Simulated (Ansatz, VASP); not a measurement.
# CuI (Marshite): VASP beside Ansatz

Wanted: the spread between two codes on one cell, functional and k mesh.

Calculated with Ansatz 0.2.0; plane waves, with VASP 6.6.1 beside it; G0W0 gap at PBE.

The database entry behind the starting cell differs from later determinations by our own check (about 0.15 % long (mineral sample)), so it need not match the best structure at ambient conditions.

In doubt: one-shot GW on d or f shells is unsure, so the values of those runs are not to be relied on.

**1. The starting structure**

It takes space group F-43m (No. 216, cubic). Conventional cell: a = 6.063 Å, b = 6.063 Å, c = 6.063 Å, α = 90.00°, β = 90.00°, γ = 90.00°. Nearest to Cu lie 4 I at 2.63 Å. I has 4 Cu at 2.63 Å nearest. Farther neighbours and most contacts between anions are not listed.

**2. VASP: G0W0 gap, PBE**

Quasiparticle shifts depend on high empty states and on the cores, so they are the hardest test of two PAW sets.

Lines of VASP's logs that name or quote its potential files are left out, and so is its time.

The run reads the wave functions of an earlier VASP run, which isn't shown here.

INCAR

```
SYSTEM = CuI
PREC = Accurate
ENCUT = 440
ISMEAR = 0
SIGMA = 0.01
LREAL = .FALSE.
GGA = PE
NBANDS = 128
LASPH = .TRUE.
ALGO = EVGW0
NELMGW = 1
ENCUTGW = 100
NOMEGA = 48
PRECFOCK = Fast
NBANDSGW = 24
LWAVE = .TRUE.
LCHARG = .FALSE.
```

POSCAR

```
CuI
1.0
    0.0000000000      3.0315000000      3.0315000000
    3.0315000000      0.0000000000      3.0315000000
    3.0315000000      3.0315000000      0.0000000000
Cu I
1 1
Direct
    0.2500000000      0.2500000000      0.2500000000
    0.0000000000      0.0000000000      0.0000000000
```

KPOINTS

```
Automatic mesh
0
Gamma
6 6 6
0 0 0
```

PAW data sets: Cu_GW and I_GW (PBE family, release 64).

Started as:

```sh
$ mpirun -np 8 vasp_std
```

Numbers of over 12 decimals in the logs are rounded to 6 here.

The program printed:

```text
[banner, memory and clock lines left out]
running    8 mpi-ranks, on    1 nodes
 distrk:  each k-point on    8 cores,    1 groups
 distr:  one band on    1 cores,    8 groups

 POSCAR found type information on POSCAR CuI
 POSCAR found :  2 types and       2 ions
|                                                                             |
|           W    W    AA    RRRRR   N    N  II  N    N   GGGG   !!!           |
|           W    W   A  A   R    R  NN   N  II  NN   N  G    G  !!!           |
|           W    W  A    A  R    R  N N  N  II  N N  N  G       !!!           |
|           W WW W  AAAAAA  RRRRR   N  N N  II  N  N N  G  GGG   !            |
|           WW  WW  A    A  R   R   N   NN  II  N   NN  G    G                |
|           W    W  A    A  R    R  N    N  II  N    N   GGGG   !!!           |
|                                                                             |
|     For optimal performance we recommend to set                             |
|       NCORE = 2 up to number-of-cores-per-socket                            |
|     NCORE specifies how many cores store one orbital (NPAR=cpu/NCORE).      |
|     This setting can greatly improve the performance of VASP for DFT.       |
|     The default, NCORE=1 might be grossly inefficient on modern             |
|     multi-core architectures or massively parallel machines. Do your        |
|     Unfortunately you need to use the default for GW and RPA                |
|     calculations (for HF NCORE is supported but not extensively tested      |
|     yet).                                                                   |
|                                                                             |

|                                                                             |
|           W    W    AA    RRRRR   N    N  II  N    N   GGGG   !!!           |
|           W    W   A  A   R    R  NN   N  II  NN   N  G    G  !!!           |
|           W    W  A    A  R    R  N N  N  II  N N  N  G       !!!           |
|           W WW W  AAAAAA  RRRRR   N  N N  II  N  N N  G  GGG   !            |
|           WW  WW  A    A  R   R   N   NN  II  N   NN  G    G                |
|           W    W  A    A  R    R  N    N  II  N    N   GGGG   !!!           |
|                                                                             |
|     The default for ENCUTGWSOFT is different in this version of VASP.       |
|     please manually set ENCUTGWSOFT =100 in the INCAR file.                 |
|                                                                             |

 LDA part: xc-table for (Slater+PW92), standard interpolation
 found WAVECAR, reading the header
 POSCAR, INCAR and KPOINTS ok, starting setup
 FFT: planning ... GRIDC
 FFT: planning ... GRID_SOFT
 FFT: planning ... GRID
 reading WAVECAR
 the WAVECAR file was read successfully
 initial charge from wavefunction
 available memory per node:     35.13 GB, setting MAXMEM to     35976

 The Fermi energy was updated, please check that it is located mid-gap
 values below the HOMO (VB) or above the LUMO (CB) will cause erroneous energies
 E-fermi :   4.5210

 calculate exact exchange contribution
 the WAVEDER file was read successfully
energies w=
    0.000    0.000    0.477    0.000    0.952    0.000    1.423    0.000
    1.888    0.000    2.347    0.000    2.798    0.000    3.241    0.000
    3.676    0.000    4.102    0.000    4.521    0.000    4.934    0.000
    5.340    0.000    5.742    0.000    6.140    0.000    6.536    0.000
    6.931    0.000    7.328    0.000    7.727    0.000    8.131    0.000
    8.542    0.000    8.963    0.000    9.395    0.000    9.841    0.000
   10.306    0.000   10.791    0.000   11.303    0.000   11.845    0.000
   12.425    0.000   13.049    0.000   13.725    0.000   14.464    0.000
   15.281    0.000   16.191    0.000   17.218    0.000   18.389    0.000
   19.741    0.000   21.328    0.000   23.219    0.000   25.519    0.000
   28.381    0.000   32.042    0.000   36.891    0.000   43.616    0.000
   53.546    0.000   69.647    0.000  100.134    0.000  179.368    0.000
 responsefunction array rank=     144
 LDA part: xc-table for (Slater+PW92), standard interpolation

 min. memory requirement per mpi rank    270.0 MB, per node   2159.9 MB

 allocating   6 responsefunctions rank=   144
 shmem allocating  48 responsefunctions rank=   144
 response function shared by NCSHMEM nodes    1
 Doing            6  frequencies on each core in blocks of           48
NQ=   1    0.0000    0.0000    0.0000,
|.........|.........|.........|.........|.........|.........|.........|.........
 performed        560000 updates of chi_q(r,r)
 total number of BLAS operations         84.23 Gflops
NQ=   2    0.1667    0.0000    0.0000,
|.........|.........|.........|.........|.........|.........|.........|.........
 performed       1538000 updates of chi_q(r,r)
 total number of BLAS operations        214.53 Gflops
NQ=   3    0.3333    0.0000    0.0000,
|.........|.........|.........|.........|.........|.........|.........|.........
 performed       2516000 updates of chi_q(r,r)
 total number of BLAS operations        363.65 Gflops
NQ=   4    0.5000    0.0000    0.0000,
|.........|.........|.........|.........|.........|.........|.........|.........
 performed       3347000 updates of chi_q(r,r)
 total number of BLAS operations        459.42 Gflops
NQ=   5    0.1667    0.1667    0.0000,
|.........|.........|.........|.........|.........|.........|.........|.........
 performed       4325000 updates of chi_q(r,r)
 total number of BLAS operations        589.72 Gflops
NQ=   6    0.3333    0.1667    0.0000,
|.........|.........|.........|.........|.........|.........|.........|.........
 performed       5832000 updates of chi_q(r,r)
 total number of BLAS operations        806.22 Gflops
NQ=   7    0.5000    0.1667    0.0000,
|.........|.........|.........|.........|.........|.........|.........|.........
 performed       7339000 updates of chi_q(r,r)
 total number of BLAS operations        988.63 Gflops
NQ=   8   -0.3333    0.1667    0.0000,
|.........|.........|.........|.........|.........|.........|.........|.........
 performed       8846000 updates of chi_q(r,r)
 total number of BLAS operations       1186.18 Gflops
NQ=   9   -0.1667    0.1667    0.0000,
|.........|.........|.........|.........|.........|.........|.........|.........
 performed      10156000 updates of chi_q(r,r)
 total number of BLAS operations       1371.64 Gflops
NQ=  10    0.3333    0.3333    0.0000,
|.........|.........|.........|.........|.........|.........|.........|.........
 performed      11134000 updates of chi_q(r,r)
 total number of BLAS operations       1501.94 Gflops
NQ=  11    0.5000    0.3333    0.0000,
|.........|.........|.........|.........|.........|.........|.........|.........
 performed      12641000 updates of chi_q(r,r)
 total number of BLAS operations       1687.33 Gflops
NQ=  12   -0.3333    0.3333    0.0000,
|.........|.........|.........|.........|.........|.........|.........|.........
 performed      13951000 updates of chi_q(r,r)
 total number of BLAS operations       1843.38 Gflops
NQ=  13    0.5000    0.5000    0.0000,
|.........|.........|.........|.........|.........|.........|.........|.........
 performed      14696000 updates of chi_q(r,r)
 total number of BLAS operations       1923.61 Gflops
NQ=  14    0.5000    0.3333    0.1667,
|.........|.........|.........|.........|.........|.........|.........|.........
 performed      16387000 updates of chi_q(r,r)
 total number of BLAS operations       2131.67 Gflops
NQ=  15   -0.3333    0.3333    0.1667,
|.........|.........|.........|.........|.........|.........|.........|.........
 performed      17980000 updates of chi_q(r,r)
 total number of BLAS operations       2321.37 Gflops
NQ=  16   -0.3333    0.5000    0.1667,
|.........|.........|.........|.........|.........|.........|.........|.........
 performed      19296000 updates of chi_q(r,r)
 total number of BLAS operations       2483.34 Gflops
 resolving degeneracies of screened two electron integrals

 calculate QP shifts <psi_nk| G(iteration)W_0 |psi_nk>: iteration 1
 writing wavefunctions
 entering main loop
```

OUTCAR, selected parts (step 2):

```text
ion  position               nearest neighbor table
   1  0.250  0.250  0.250-   2 2.63   2 2.63   2 2.63   2 2.63
   2  0.000  0.000  0.000-   1 2.63   1 2.63   1 2.63   1 2.63

  LATTYP: Found a face centered cubic cell.
 ALAT       =     6.0630000000

 Subroutine GETGRP returns: Found 24 space group operations
 (whereof 24 operations were pure point group operations)

The static configuration has the point symmetry T_d .

 Found     16 irreducible k-points:

   k-points           NKPTS =     16   k-points in BZ     NKDIM =    216   number of bands    NBANDS=    128

   dimension x,y,z NGX =    30 NGY =   30 NGZ =   30
   dimension x,y,z NGXF=    60 NGYF=   60 NGZF=   60

   ENCUT  =  440.0 eV  32.34 Ry    5.69 a.u.   7.33  7.33  7.33*2*pi/ulx,y,z

   NELECT =      18.0000    total number of electrons

  energy-cutoff  :      440.00
  volume of cell :       55.72
      direct lattice vectors                 reciprocal lattice vectors
     0.000000000  3.031500000  3.031500000    -0.164934851  0.164934851  0.164934851
     3.031500000  0.000000000  3.031500000     0.164934851 -0.164934851  0.164934851
     3.031500000  3.031500000  0.000000000     0.164934851  0.164934851 -0.164934851

 k-points in reciprocal lattice and weights: Automatic mesh
   0.00000000  0.00000000  0.00000000       0.005
   0.16666667  0.00000000  0.00000000       0.037
   0.33333333  0.00000000  0.00000000       0.037
   0.50000000  0.00000000  0.00000000       0.019
   0.16666667  0.16666667  0.00000000       0.028
   0.33333333  0.16666667  0.00000000       0.111
   0.50000000  0.16666667  0.00000000       0.111
  -0.33333333  0.16666667  0.00000000       0.111
  -0.16666667  0.16666667  0.00000000       0.056
[...]
-0.33333333  0.33333333  0.16666667       0.111
  -0.33333333  0.50000000  0.16666667       0.056

 E-fermi :   4.5210

 QP shifts <psi_nk| G(iteration)W_0 |psi_nk>: iteration 1
 for sc-GW calculations column KS-energies equals QP-energies in previous step
 and V_xc(KS)=  KS-energies - (<T + V_ion + V_H > + <T+V_H+V_ion>^1  + <V_x>^1)
 k-point   1 :       0.0000    0.0000    0.0000
  band No.  KS-energies  QP-energies   sigma(KS)   V_xc(KS)     V^pw_x(r,r')   Z            occupation Imag(sigma)
    ...
      6       2.1170       1.3102     -20.1429     -18.8732     -28.3566       0.6355       2.0000       0.2214
      7       3.9648       3.2386     -18.0224     -17.0007     -22.9810       0.7108       2.0000       0.1297
      8       3.9648       3.2386     -18.0224     -17.0007     -22.9810       0.7108       2.0000       0.1297
      9       3.9648       3.2386     -18.0224     -17.0007     -22.9810       0.7108       2.0000       0.1297
     10       5.0771       5.5133      -8.7673      -9.3204      -5.1192       0.7887       0.0000      -0.0661
     11       8.8508       9.1346      -8.9057      -9.2746      -4.8207       0.7692       0.0000      -0.1054
     12       8.8508       9.1346      -8.9057      -9.2746      -4.8207       0.7692       0.0000      -0.1054
     13       8.8508       9.1346      -8.9057      -9.2746      -4.8207       0.7692       0.0000      -0.1054
    ...

 k-point   2 :       0.1667    0.0000    0.0000
  band No.  KS-energies  QP-energies   sigma(KS)   V_xc(KS)     V^pw_x(r,r')   Z            occupation Imag(sigma)
    ...
      6       2.1082       1.3031     -20.1044     -18.8365     -28.3104       0.6350       2.0000       0.2222
      7       3.0977       2.3590     -18.6005     -17.5136     -24.7615       0.6797       2.0000       0.1634
      8       3.7721       3.0265     -18.0109     -16.9559     -23.1436       0.7067       2.0000       0.1344
      9       3.7721       3.0265     -18.0109     -16.9559     -23.1436       0.7067       2.0000       0.1344
     10       6.0094       6.4367      -9.2477      -9.7934      -5.5813       0.7830       0.0000      -0.0717
     11       8.8446       9.1116      -8.9726      -9.3190      -4.9769       0.7707       0.0000      -0.1068
     12       9.1983       9.5003      -9.0366      -9.4309      -4.8801       0.7659       0.0000      -0.1134
     13       9.1983       9.5003      -9.0366      -9.4309      -4.8801       0.7659       0.0000      -0.1134
    ...

 k-point   3 :       0.3333    0.0000    0.0000
  band No.  KS-energies  QP-energies   sigma(KS)   V_xc(KS)     V^pw_x(r,r')   Z            occupation Imag(sigma)
    ...
      6       2.1189       1.3168     -20.1303     -18.8685     -28.3574       0.6356       2.0000       0.2233
      7       2.4114       1.6230     -19.8403     -18.6174     -27.6567       0.6448       2.0000       0.2156
      8       3.4260       2.6503     -18.0307     -16.9162     -23.5073       0.6960       2.0000       0.1446
      9       3.4260       2.6503     -18.0307     -16.9162     -23.5073       0.6960       2.0000       0.1446
     10       6.1943       6.6129      -9.1189      -9.6547      -5.3742       0.7813       0.0000      -0.0769
     11       9.4570       9.7428      -9.1148      -9.4895      -5.0249       0.7629       0.0000      -0.1183
     12       9.4570       9.7428      -9.1148      -9.4895      -5.0249       0.7629       0.0000      -0.1183
     13      10.3788      10.6404      -8.8834      -9.2284      -4.4740       0.7583       0.0000      -0.1715
    ...

 k-point   4 :       0.5000    0.0000    0.0000
  band No.  KS-energies  QP-energies   sigma(KS)   V_xc(KS)     V^pw_x(r,r')   Z            occupation Imag(sigma)
    ...
      6       2.1449       1.3454     -20.2217     -18.9654     -28.4876       0.6365       2.0000       0.2236
      7       2.1890       1.3986     -19.9939     -18.7519     -28.1730       0.6364       2.0000       0.2316
      8       3.2574       2.4670     -17.9958     -16.8548     -23.6136       0.6928       2.0000       0.1495
      9       3.2574       2.4670     -17.9958     -16.8548     -23.6136       0.6928       2.0000       0.1495
     10       6.1048       6.5081      -9.2601      -9.7761      -5.6316       0.7815       0.0000      -0.0751
     11       9.3912       9.6556      -9.1286      -9.4744      -5.1504       0.7648       0.0000      -0.1146
     12       9.3912       9.6556      -9.1286      -9.4744      -5.1504       0.7648       0.0000      -0.1146
     13      11.3570      11.4232      -7.9339      -8.0209      -3.4261       0.7607       0.0000      -0.2081
    ...

[... 4 further parts left out ...]
```

[end of part 1 of 2]

[Lines on the potential files, build, host, timing and source positions are cut from VASP's logs without a mark.]

[Logs are printed without paths, hosts, clocks, repeated set-up lines and the standing remarks that a program may print on its own settings, such as how far it seeks lower states.]

[Hosts, paths, dates, database ids (printed as entryN), source tags and the programs' standing remarks are cut or masked in the printed files.]
